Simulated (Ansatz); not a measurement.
## Quasiparticle levels of TiO₂ (Fm-3m)

These are results of Ansatz, G0W0@PBE, plasmon-pole screening, norm-conserving pseudopotentials, not measurements.

Input files:

```yaml
crystal:
  lattice:
    - [0.0, 2.330475, 2.330475]
    - [2.330475, 0.0, 2.330475]
    - [2.330475, 2.330475, 0.0]
  atoms:
    - { symbol: Ti, position: [0.0, 0.0, 0.0] }
    - { symbol: O, position: [0.25, 0.25, 0.25] }
    - { symbol: O, position: [0.75, 0.75, 0.75] }
basis:
  precision: f64
  xc_grid: 2
kpoints:
  mp_grid: { grid: [4, 4, 4], shift: [0, 0, 0] }
hamiltonian:
  xc: pbe
  dispersion: none
  pseudopotentials: { kind: nc }
magnetization:
  spin_polarized: false
scf:
  lower_state_search: "off"
  max_iter: 200
  occupations: { method: fixed }
  convergence: { dr2_threshold: "1e-10 eV" }
output: {}
gw:
  n_empty_bands: 163
  ecut_chi: 200
  qp_bands: [v1, c1]
```

Levels count from the highest filled Kohn-Sham level listed; ε_QP = ε_KS + Z(Σ − Vxc). VB is the top filled band, CB the lowest empty one. Points in brackets are given in fractions of the reciprocal vectors. The wave cutoff came out at 1240 eV.

| k | band | ε_KS (eV) | Σx − Vxc (eV) | Σc (eV) | Z | ε_QP (eV) |
| --- | --- | --- | --- | --- | --- | --- |
| Γ | VB | -0.95 | -4.57 | 4.42 | 0.78 | -1.06 |
| Γ | CB | 1.21 | 8.64 | -7.13 | 0.79 | 2.40 |
| (0, -0.5, -0.5) | VB | 0.00 | -4.19 | 4.22 | 0.78 | 0.02 |

The gap (from k = (0, -0.5, -0.5) to Γ) opens from 1.21 eV to 2.38 eV.

Electronic (ion-clamped) dielectric constant on this mesh, from the head of the inverse dielectric matrix: 9.6.

With norm-conserving pseudopotentials the core–valence exchange is only approximate, which can shift gaps by tenths of an eV and RPA lattice constants by most of a per cent. The cell is a model at fixed atoms and needn't be the relaxed known crystal. The mesh is coarse, so these are values at the stated settings, not converged ones. Band sums or response are cut, so the gap isn't at its basis limit. The gap is read on the mesh, and the crystal's band edges can lie off it. Meshes this coarse can overestimate the dielectric constant by a tenth and more.
